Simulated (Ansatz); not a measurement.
# Ruthenium, hcp under r²SCAN: convergence with the plane-wave cutoff

How high must the plane-wave cutoff be for energy and pressure to settle? The geometry was relaxed under r²SCAN beforehand and stays fixed; 9 values are run, from 150 to 800 eV. Wanted are the values from which on the energy stays within 10 and 1 meV/atom, and the pressure within 0.5 GPa, of the last run. Within the series other settings stay, but some runs also write fields, which adds to their time. Spin polarisation is left out.

Computed with Ansatz 0.2.0 (DFT r²SCAN, plane waves with PAW, scalar-relativistic, unless a step says otherwise).

**1. The system as given**

Symmetry: P6_3/mmc, No. 194, hexagonal system. Conventional cell: a = 2.706 Å, b = 2.706 Å, c = 4.258 Å, α = 90.00°, β = 90.00°, γ = 120.00°. Ru (site symmetry -6m2) has 12 Ru at 2.64 to 2.71 Å as nearest neighbours.

As a file:

```cif
data_structure
_symmetry_space_group_name_H-M 'P 1'
_symmetry_Int_Tables_number 1
_cell_length_a 2.7059
_cell_length_b 2.7059
_cell_length_c 4.2579
_cell_angle_alpha 90.000
_cell_angle_beta 90.000
_cell_angle_gamma 120.000
_cell_volume 27.00
loop_
_atom_site_label
_atom_site_type_symbol
_atom_site_fract_x
_atom_site_fract_y
_atom_site_fract_z
_atom_site_occupancy
Ru1 Ru 0.33333 0.66667 0.25000 1
Ru2 Ru 0.66667 0.33333 0.75000 1
```

**2. The usual settings first**

File input.yaml:

```yaml
crystal:
  lattice:
    - [2.7059477279, 0.0, 0.0]
    - [-1.3529738639, 2.3434194737, 0.0]
    - [0.0, 0.0, 4.2579056513]
  atoms:
    - { symbol: Ru, position: [0.3333333333, 0.6666666667, 0.25] }
    - { symbol: Ru, position: [0.6666666667, 0.3333333333, 0.75] }
hamiltonian:
  xc: r2scan
  pseudopotentials:
    kind: paw
    azcp:
      Ru: "pseudopotentials/Ru.paw.azcp"
basis:
  ecutwfc: 500
  fft_grid_basis: typed
kpoints:
  mp_grid: { grid: [22, 22, 12], shift: [0, 0, 0] }
magnetization:
  spin_polarized: false
scf:
  occupations: { method: fermi_dirac, width: 0.1 }
  lower_state_search: "off"
output:
  stress: true
  write_density: true
  write_potential: true
  elf: true
  volumetric_format: npy
```

Command:

```sh
ansatz run input.yaml --threads 2 --pin off --max-ram 5120MiB --backend cpu --events-out ev --progress --plain --runs-dir out
```

Output (excerpt; [...] marks lines left out):

```text
Warning: RAYON_NUM_THREADS=2 ignored (pool sized by the plan → 2); use --threads N
[...]
Pseudopotentials: kind: paw
Pseudopotential: Ru, paw, valence charge 16, recommended cutoff 500 eV (meta_gga), <dir>
Functional definition: r2SCAN
[...]
Crystal: 2 atoms, lattice volume = 27.000 Å³
Basis set: ecut = 500 eV, 687 PW (Γ), exchange–correlation on 80×80×128 points (64 copies of the dense FFT grid, shifted against one another)
Bands: 20, of which v1, the nominal top of the filled ones, is band 16 counted from 1 (15 counted from 0)
Symmetry: 24 space group operations
Space group: P63/mmc (ITA 194), of the structure as read, at distance tolerance 3.0e-5 Å
k-points: 364 of 5808
[...]
SCF iter   1: F=-11781.433608 eV  HF=-11781.413706 eV  |F-HF|=1.99e-2  |Δ(HF+E_count)|=         —  Δρ=1.10e-2  dr2=1.02e-2  dr2_τ=1.42e-2  ethr=1.77e-3  ⟨swp⟩=5.0  Hψ=73400  notcnv=0  defer=56
[...]
SCF iter   6: F=-11781.437932 eV  HF=-11781.437932 eV  |F-HF|=1.34e-8  |Δ(HF+E_count)|=   1.10e-6  Δρ=1.17e-5  dr2=1.26e-8  dr2_τ=2.61e-9  ethr=3.13e-10  ⟨swp⟩=12.8  Hψ=61781  notcnv=0
[...]
SCF converged after 6 iterations
Free energy (F): -11781.437932 eV
[...]
E sigma→0 (E₀):  -11781.413304 eV
Entropy (-TS):   -0.049257 eV (-24.628 meV/atom)
Fermi energy:    23.563653 eV
[...]
--- Stress (GPa, compression-positive) ---
       -0.314080       0.000000      -0.000000
        0.000000      -0.314080      -0.000000
       -0.000000      -0.000000       0.549533
  P = ⅓ Tr σ = -0.0262 GPa (-0.262 kbar)
--- Band table (eV; the first three rows and the last of 364) ---
  k-point 0: bands = ["-51.7974", "-51.5635", "-21.5504", "-20.5316", "-20.5316", "-20.3409", "-20.3409", "-20.2854", "15.1966", "17.0275", "20.8271", "20.8271", "21.0713", "21.5476", "21.5476", "22.0342", "22.0342", "24.7937", "24.7937", "24.9823", "34.5390", "38.9632", "41.6171", "42.2489"]
[...]
```

Wall time 7.2 s (2 threads of Intel Xeon 6975P-C (Granite Rapids), shared host); peak memory 0.6 GiB.

**3. With a cutoff of 150 eV**

The run at 150 eV.

Edit input.yaml of step 2 so:

```diff
@@ -15,6 +15,6 @@
 basis:
-  ecutwfc: 500
+  ecutwfc: 150
   fft_grid_basis: typed
 kpoints:
-  mp_grid: { grid: [22, 22, 12], shift: [0, 0, 0] }
+  mp_grid: { grid: [13, 13, 8], shift: [0, 0, 0] }
 magnetization:
@@ -26,5 +26 @@
   stress: true
-  write_density: true
-  write_potential: true
-  elf: true
-  volumetric_format: npy
```

Command:

```sh
ansatz run input.yaml --threads 2 --pin off --max-ram 5120MiB --backend cpu --events-out ev --progress --plain --runs-dir out
```

Output (excerpt; [...] marks lines left out):

```text
Warning: basis.ecutwfc = 150 eV is below the records' recommended 500 eV, and the density's cutoff is lower with it unless basis.ecutrho_ratio is high enough to keep the records' density cutoff: compare with a run at a higher cutoff
Warning: RAYON_NUM_THREADS=2 ignored (pool sized by the plan → 2); use --threads N
[...]
Pseudopotentials: kind: paw
Pseudopotential: Ru, paw, valence charge 16, recommended cutoff 500 eV (meta_gga), <dir>
Functional definition: r2SCAN
[...]
Crystal: 2 atoms, lattice volume = 27.000 Å³
Basis set: ecut = 150 eV, 111 PW (Γ), exchange–correlation on 48×48×72 points (64 copies of the dense FFT grid, shifted against one another)
Bands: 20, of which v1, the nominal top of the filled ones, is band 16 counted from 1 (15 counted from 0)
Symmetry: 24 space group operations
Space group: P63/mmc (ITA 194), of the structure as read, at distance tolerance 3.0e-5 Å
k-points: 105 of 1352
[...]
SCF iter   1: F=-11684.082300 eV  HF=-11709.215324 eV  |F-HF|=2.51e1  |Δ(HF+E_count)|=         —  Δρ=4.27e-1  dr2=3.13e1  dr2_τ=5.60e0  ethr=1.77e-3  ⟨swp⟩=4.2  Hψ=8864  notcnv=0
[...]
SCF iter   7: F=-11694.516912 eV  HF=-11694.516912 eV  |F-HF|=3.61e-9  |Δ(HF+E_count)|=   1.88e-7  Δρ=7.20e-6  dr2=8.62e-9  dr2_τ=8.47e-10  ethr=3.13e-10  ⟨swp⟩=3.8  Hψ=6624  notcnv=0
[...]
SCF converged after 7 iterations
Free energy (F): -11694.516912 eV
[...]
E sigma→0 (E₀):  -11694.497731 eV
Entropy (-TS):   -0.038363 eV (-19.181 meV/atom)
Fermi energy:    24.611316 eV
[...]
--- Stress (GPa, compression-positive) ---
     -221.082247       0.000000      -0.000000
        0.000000    -221.082247      -0.000000
       -0.000000      -0.000000    -154.385385
  P = ⅓ Tr σ = -198.8500 GPa (-1988.500 kbar)
```

Run time: 0.73 s. Hardware: 2 threads of Intel Xeon 6975P-C (Granite Rapids), shared host; peak memory 0.31 GiB.

**4. With a cutoff of 200 eV**

The run at 200 eV.

Edit input.yaml of step 3 so:

```diff
@@ -15,3 +15,3 @@
 basis:
-  ecutwfc: 150
+  ecutwfc: 200
   fft_grid_basis: typed
```

Command:

```sh
ansatz run input.yaml --threads 2 --pin off --max-ram 5120MiB --backend cpu --events-out ev --progress --plain --runs-dir out
```

Output (excerpt; [...] marks lines left out):

```text
Warning: basis.ecutwfc = 200 eV is below the records' recommended 500 eV, and the density's cutoff is lower with it unless basis.ecutrho_ratio is high enough to keep the records' density cutoff: compare with a run at a higher cutoff
Warning: RAYON_NUM_THREADS=2 ignored (pool sized by the plan → 2); use --threads N
[...]
Pseudopotentials: kind: paw
Pseudopotential: Ru, paw, valence charge 16, recommended cutoff 500 eV (meta_gga), <dir>
Functional definition: r2SCAN
[...]
Crystal: 2 atoms, lattice volume = 27.000 Å³
Basis set: ecut = 200 eV, 159 PW (Γ), exchange–correlation on 60×60×80 points (64 copies of the dense FFT grid, shifted against one another)
Bands: 20, of which v1, the nominal top of the filled ones, is band 16 counted from 1 (15 counted from 0)
Symmetry: 24 space group operations
Space group: P63/mmc (ITA 194), of the structure as read, at distance tolerance 3.0e-5 Å
k-points: 105 of 1352
[...]
SCF iter   1: F=-11760.564003 eV  HF=-11763.290736 eV  |F-HF|=2.73e0  |Δ(HF+E_count)|=         —  Δρ=1.62e-1  dr2=3.68e0  dr2_τ=1.09e0  ethr=1.77e-3  ⟨swp⟩=4.8  Hψ=9480  notcnv=0
[...]
SCF iter   7: F=-11762.029772 eV  HF=-11762.029772 eV  |F-HF|=4.80e-9  |Δ(HF+E_count)|=   2.85e-8  Δρ=4.78e-6  dr2=1.82e-9  dr2_τ=3.93e-10  ethr=3.13e-10  ⟨swp⟩=3.4  Hψ=6432  notcnv=0
[...]
SCF converged after 7 iterations
Free energy (F): -11762.029772 eV
[...]
E sigma→0 (E₀):  -11762.001112 eV
Entropy (-TS):   -0.057319 eV (-28.659 meV/atom)
Fermi energy:    23.538528 eV
[...]
--- Stress (GPa, compression-positive) ---
       -8.868566      -0.000000      -0.000000
        0.000000      -8.868566      -0.000000
       -0.000000      -0.000000     -24.212847
  P = ⅓ Tr σ = -13.9833 GPa (-139.833 kbar)
```

It took 0.96 s on 2 threads of Intel Xeon 6975P-C (Granite Rapids), shared host; peak memory 0.32 GiB.

**5. With a cutoff of 250 eV**

The run at 250 eV.

Edit input.yaml of step 4 so:

```diff
@@ -15,3 +15,3 @@
 basis:
-  ecutwfc: 200
+  ecutwfc: 250
   fft_grid_basis: typed
@@ -26 +26,5 @@
   stress: true
+  write_density: true
+  write_potential: true
+  elf: true
+  volumetric_format: npy
```

Command:

```sh
ansatz run input.yaml --threads 2 --pin off --max-ram 5120MiB --backend cpu --events-out ev --progress --plain --runs-dir out
```

Output (excerpt; [...] marks lines left out):

```text
Warning: basis.ecutwfc = 250 eV is below the records' recommended 500 eV, and the density's cutoff is lower with it unless basis.ecutrho_ratio is high enough to keep the records' density cutoff: compare with a run at a higher cutoff
Warning: RAYON_NUM_THREADS=2 ignored (pool sized by the plan → 2); use --threads N
[...]
Pseudopotentials: kind: paw
Pseudopotential: Ru, paw, valence charge 16, recommended cutoff 500 eV (meta_gga), <dir>
Functional definition: r2SCAN
[...]
Crystal: 2 atoms, lattice volume = 27.000 Å³
Basis set: ecut = 250 eV, 251 PW (Γ), exchange–correlation on 60×60×96 points (64 copies of the dense FFT grid, shifted against one another)
Bands: 20, of which v1, the nominal top of the filled ones, is band 16 counted from 1 (15 counted from 0)
Symmetry: 24 space group operations
Space group: P63/mmc (ITA 194), of the structure as read, at distance tolerance 3.0e-5 Å
k-points: 105 of 1352
[...]
SCF iter   1: F=-11778.488581 eV  HF=-11778.609371 eV  |F-HF|=1.21e-1  |Δ(HF+E_count)|=         —  Δρ=4.84e-2  dr2=2.46e-1  dr2_τ=1.30e-1  ethr=1.77e-3  ⟨swp⟩=5.0  Hψ=20794  notcnv=0  defer=18
[...]
SCF iter   6: F=-11778.582376 eV  HF=-11778.582376 eV  |F-HF|=9.91e-9  |Δ(HF+E_count)|=   7.57e-8  Δρ=1.79e-5  dr2=6.59e-8  dr2_τ=4.64e-9  ethr=3.13e-10  ⟨swp⟩=10.4  Hψ=15655  notcnv=0
[...]
SCF converged after 6 iterations
Free energy (F): -11778.582376 eV
[...]
E sigma→0 (E₀):  -11778.555950 eV
Entropy (-TS):   -0.052852 eV (-26.426 meV/atom)
Fermi energy:    23.588240 eV
[...]
--- Stress (GPa, compression-positive) ---
        7.944143       0.000000      -0.000000
       -0.000000       7.944143      -0.000000
       -0.000000      -0.000000      12.325453
  P = ⅓ Tr σ = 9.4046 GPa (94.046 kbar)
--- Band table (eV; the first three rows and the last of 105) ---
  k-point 0: bands = ["-52.1493", "-51.9190", "-21.8102", "-20.7589", "-20.7589", "-20.5947", "-20.5947", "-20.5635", "15.1899", "17.0214", "20.8464", "20.8464", "20.9549", "21.5123", "21.5123", "22.0247", "22.0247", "24.7204", "24.7204", "24.9947", "34.5059", "39.1315", "41.8234", "42.4113"]
[...]
```

Run time: 1.2 s. Hardware: 2 threads of Intel Xeon 6975P-C (Granite Rapids), shared host; peak memory 0.34 GiB.

**6. With a cutoff of 300 eV**

The run at 300 eV.

Edit input.yaml of step 5 so:

```diff
@@ -15,3 +15,3 @@
 basis:
-  ecutwfc: 250
+  ecutwfc: 300
   fft_grid_basis: typed
@@ -26,5 +26 @@
   stress: true
-  write_density: true
-  write_potential: true
-  elf: true
-  volumetric_format: npy
```

Command:

```sh
ansatz run input.yaml --threads 2 --pin off --max-ram 5120MiB --backend cpu --events-out ev --progress --plain --runs-dir out
```

Output (excerpt; [...] marks lines left out):

```text
Warning: basis.ecutwfc = 300 eV is below the records' recommended 500 eV, and the density's cutoff is lower with it unless basis.ecutrho_ratio is high enough to keep the records' density cutoff: compare with a run at a higher cutoff
Warning: RAYON_NUM_THREADS=2 ignored (pool sized by the plan → 2); use --threads N
[...]
Pseudopotentials: kind: paw
Pseudopotential: Ru, paw, valence charge 16, recommended cutoff 500 eV (meta_gga), <dir>
Functional definition: r2SCAN
[...]
Crystal: 2 atoms, lattice volume = 27.000 Å³
Basis set: ecut = 300 eV, 313 PW (Γ), exchange–correlation on 64×64×100 points (64 copies of the dense FFT grid, shifted against one another)
Bands: 20, of which v1, the nominal top of the filled ones, is band 16 counted from 1 (15 counted from 0)
Symmetry: 24 space group operations
Space group: P63/mmc (ITA 194), of the structure as read, at distance tolerance 3.0e-5 Å
k-points: 105 of 1352
[...]
SCF iter   1: F=-11781.113331 eV  HF=-11781.102150 eV  |F-HF|=1.12e-2  |Δ(HF+E_count)|=         —  Δρ=1.79e-2  dr2=2.81e-2  dr2_τ=2.16e-2  ethr=1.77e-3  ⟨swp⟩=5.0  Hψ=19929  notcnv=0  defer=26
[...]
SCF iter   6: F=-11781.123323 eV  HF=-11781.123323 eV  |F-HF|=8.71e-9  |Δ(HF+E_count)|=   1.65e-8  Δρ=1.33e-5  dr2=3.33e-8  dr2_τ=1.60e-9  ethr=3.13e-10  ⟨swp⟩=4.0  Hψ=7908  notcnv=0
[...]
SCF converged after 6 iterations
Free energy (F): -11781.123323 eV
[...]
E sigma→0 (E₀):  -11781.097590 eV
Entropy (-TS):   -0.051468 eV (-25.734 meV/atom)
Fermi energy:    23.576965 eV
[...]
--- Stress (GPa, compression-positive) ---
       -1.435693      -0.000000      -0.000000
       -0.000000      -1.435693      -0.000000
       -0.000000      -0.000000      -0.773023
  P = ⅓ Tr σ = -1.2148 GPa (-12.148 kbar)
```

Wall time 1.3 s (2 threads of Intel Xeon 6975P-C (Granite Rapids), shared host); peak memory 0.36 GiB.

(Part 1 of 2 ends here.)
